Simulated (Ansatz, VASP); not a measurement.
## GaP: VASP beside Ansatz

```
Ga P
1.0
     0.00000    2.77870    2.77870
     2.77870    0.00000    2.77870
     2.77870    2.77870    0.00000
Ga P
1 1
Direct
  0.00000 0.00000 0.00000
  0.75000 0.75000 0.75000
```

Change from the starting cell: volume scaled by 1.06, crystal datasets.

Alike in both runs: task electric field gradients; functional PBEsol; k mesh 12 × 12 × 12; occupations fermi-dirac, width 0.08 eV; no spin polarisation.

```csv
,VASP,Ansatz
version,VASP 6.6.1,Ansatz 0.2.0
potentials or method,"VASP PAW PBE potentials, release 64 (Ga_d, P), cutoff 520 eV","all-electron PAW with datasets made for the crystal, scalar-relativistic"
```

```tsv
	VASP	Ansatz	Ansatz less VASP
pressure (GPa)	-4.8	-4.8	+0.02
Vzz of the field gradient on the site that differs most (V/Å²)	0.0	0.0	+0.01
```

Ansatz ran all-electron here, so the differences hold the error of VASP's frozen core and of both bases.

Caveats: the PAW data sets were made with another functional, which shifts forces and pressure a little (VASP). A k mesh can miss the band edges.
